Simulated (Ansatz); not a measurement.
HCl on a (110) slab of Si (Fd-3m (No. 227)), 4 planes, outer planes Si (top) and Si (bottom), its top face closed with H, its bottom face closed with Cl, 1 a cell of 41.6 Å², relaxed and still whole (its atoms last):

```xyz
26
Lattice="7.6672 0.0000 0.0000 0.0000 5.4215 0.0000 0.0000 0.0000 26.6200" Properties=species:S:1:pos:R:3 pbc="T T T"
Si    1.9168    0.0000    9.6938
Si    5.7504    0.0000    9.6938
Si    3.8336    1.3554    9.6938
Si    0.0000    1.3554    9.6938
Si    3.8336    2.7108   11.6106
Si    0.0000    2.7108   11.6106
Si    5.7504    4.0661   11.6106
Si    1.9168    4.0661   11.6106
Si    5.7473    0.0079   13.5057
Si    1.9172    0.0075   13.5062
Si   -0.0012    1.3461   13.5092
Si    3.8321    1.3475   13.5053
Si   -0.0023    2.7397   15.4011
Si    3.8317    2.7099   15.4134
Si    1.9254    4.0636   15.4143
Si    5.7375    4.0639   15.4134
Cl    1.9168    4.6477    7.7926
Cl    5.7502    4.6478    7.7925
Cl    3.8336    2.1330    7.7945
Cl   -0.0002    2.1335    7.7947
H    -0.0046    1.8529   16.6245
H     3.8329    1.8266   16.6287
H     1.9355    4.9503   16.6242
H     5.7286    4.9505   16.6235
Cl   -0.0023   -0.0763   19.0007
H     0.0234    0.7908   18.0353
```

The calculation used DFT PBE+D3(BJ), scalar-relativistic, plane waves, PAW (Ansatz 0.2.0). Cutoff 420 eV; k points 2×3×1 on the computed 26-atom cell (Γ-centred); Gaussian smearing, width 0.05 eV; no spin polarisation. The cell repeats along c with a dipole correction in the vacuum.

It binds with 0.17 eV a molecule against the clean slab and the free molecule (no zero-point or thermal terms); its shortest contact is H–H 1.77 Å. Take first-order desorption with no barrier to adsorption, no reaction on the face and an assumed prefactor of 10^13 s⁻¹.

**Question.** How long does a molecule stay at 400 K?

**Answer.** τ = ν⁻¹·exp(E/k_BT) with k_BT = 0.0345 eV: E/k_BT = 4.9, so τ ≈ 1×10^-11 s. At about one hit a site a second (10⁻⁶ mbar) the coverage is near τ × 1 s⁻¹, so a layer needs more than atmospheric pressure.

**Question.** Where does its peak lie in a desorption experiment heated at 2 K/s?

**Answer.** The peak obeys E/(k_B·T_p²) = (ν/β)·exp(−E/k_BT_p). Solving gives T_p ≈ 66 K (E/k_BT_p = 30.0). An error of 0.1 eV in E moves it by about 39 K, and larger molecules have larger prefactors, which lowers it.

**Question.** Is this physisorption or chemisorption?

**Answer.** The tightest contact, Cl–Si 4.27 Å, is 2.00 times the sum of covalent radii, and deformation and lateral interaction add up to 0.00 eV; under 0.01 e cross the plane between them. This is physisorption.